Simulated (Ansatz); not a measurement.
## MnO2 in the CdI2-type structure

The computed numbers are results of PBE+U (U_eff = 3.9 eV on Mn 3d), scalar-relativistic (collinear spin) in the plane-wave PAW code Ansatz at 420 eV, 10×10×6 k-mesh, Gaussian smearing of 0.05 eV; PAW files: Ansatz's generated set soft_2.

```yaml
crystal:
  lattice:
    - [2.92030, 0.00000, 0.00000]
    - [-1.46015, 2.52905, 0.00000]
    - [0.00000, 0.00000, 5.50702]
  atoms:
    - { symbol: Mn, position: [0.00000, 0.00000, 0.00000] }
    - { symbol: O, position: [0.33333, 0.66667, 0.17287] }
    - { symbol: O, position: [0.66667, 0.33333, 0.82713] }
```

This is a trial structure; measured cells of the compound in the Crystallography Open Database are in space groups Pnma, I4/m, P42/mnm.

Magnetic state: ferromagnetic, site spin moments Mn 2.86; O -0.14 μB.

At this volume the pressure is -0.04 GPa.

The cell has space group P-3m1 (read at 0.01 Å). In it the stress is -0.05, -0.05, -0.02, 0.00, 0.00, 0.00 GPa and the largest force component 0.000 eV/Å. Each change below starts from this cell, without further relaxation. Stress is in GPa, positive in compression, in the order xx, yy, zz, yz, xz, xy; energies are counted from the cell above.

Task: What happens when atom 3 (O) is moved by 0.05 Å along z?

Result: The energy changes by 18.8 meV per cell, and the force on it along the shift is -0.757 eV/Å (−F/u = 15.14 eV/Å²). Stress: 2.09, 2.09, 3.07, 0.00, 0.00, 0.00. The gap on the mesh goes from 1.84 eV to 1.87 eV. Spin moments: Mn 2.82; O -0.14, -0.11 μB.
```
atom  Fx (eV/Å)     Fy      Fz
 Mn1      0.000  0.000   0.645
  O2      0.000  0.000   0.112
  O3      0.000  0.000  -0.757
```
In a harmonic crystal the energy would rise by −½F·u = ½ × 15.14 × 0.05² eV = 18.9 meV, which matches.

Task: A single strain component, atoms carried along, gave the stress 0.71, 3.07, 0.75, 0.32, 0.00, 0.00. Which component, and about how large?

Result: An engineering strain of -1 % in yy; the energy changes by 3.7 meV per cell.

Task: All atoms and the cell are disturbed at random:
```
CELL_PARAMETERS angstrom
2.98035 0.00281 0.01422
-1.48774 2.50220 -0.01207
0.02682 -0.01079 5.50699
ATOMIC_POSITIONS crystal
Mn 0.98337 0.96988 0.00189
O 0.34461 0.66456 0.16220
O 0.67202 0.36557 0.83591
```
Give the energy change, the stress and the forces.

Result: 264.7 meV per cell; stress -0.52, 11.37, 8.13, 7.70, -4.50, 1.06 GPa. The gap on the mesh goes from 1.84 eV to 1.55 eV. Spin moments: Mn 2.66; O -0.12 μB.
```
atom  Fx (eV/Å)      Fy      Fz
 Mn1      0.343   2.353   0.164
  O2     -0.817  -0.095   1.090
  O3      0.474  -2.257  -1.254
```

Open d and f shells can converge to several self-consistent states; this is the one that the run reached. Site moments are of spin, integrated over atomic spheres. The structure is built of weakly bound layers, and this functional has no dispersion term, so their spacing and all that hangs on it (volume, the soft elastic constants, low modes, dielectric constants) are poorly given. The moments were started parallel, and the real magnetic order may be another.
